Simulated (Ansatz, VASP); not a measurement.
# Ba: VASP beside Ansatz

```
Ba
1.0
     3.91772    0.00000    0.00000
     0.00000    3.91772    0.22037
     0.00000    0.22037    3.91772
Ba
1
Cartesian
  0.0000 0.0000 0.0000
```

Change from the starting cell: strain +0.1125 x Voigt [0, 0, 0, 1, 0, 0], atoms carried along.

Alike in both runs: task single point; functional PBEsol; k mesh 12 × 12 × 12; occupations gaussian, width 0.15 eV; no spin polarisation.

```csv
,VASP,Ansatz
version,VASP 6.6.1,Ansatz 0.2.0
potentials or method,"VASP PAW PBE potentials, release 64 (Ba_sv)","scalar-relativistic, plane waves, PAW"
plane-wave cutoff (eV),520,420
valence electrons in the cell,10,10
```

Ansatz gave:

```
gap on the k mesh at the Fermi level (eV)       : none
pressure (GPa)                                  : -0.5
largest component of the traceless stress (GPa) : 0.51
```

Problem. What did VASP give for the same quantities?

Solution. gap on the k mesh at the Fermi level (eV): none; pressure (GPa): -0.4; largest component of the traceless stress (GPa): 0.53.

A gap of «none» marks a metal or a gap that the smearing closes.

Caveats: the PAW data sets were made with another functional, which shifts forces and pressure a little (VASP). The runs have no spin-orbit coupling, so splittings on Ba are missing.
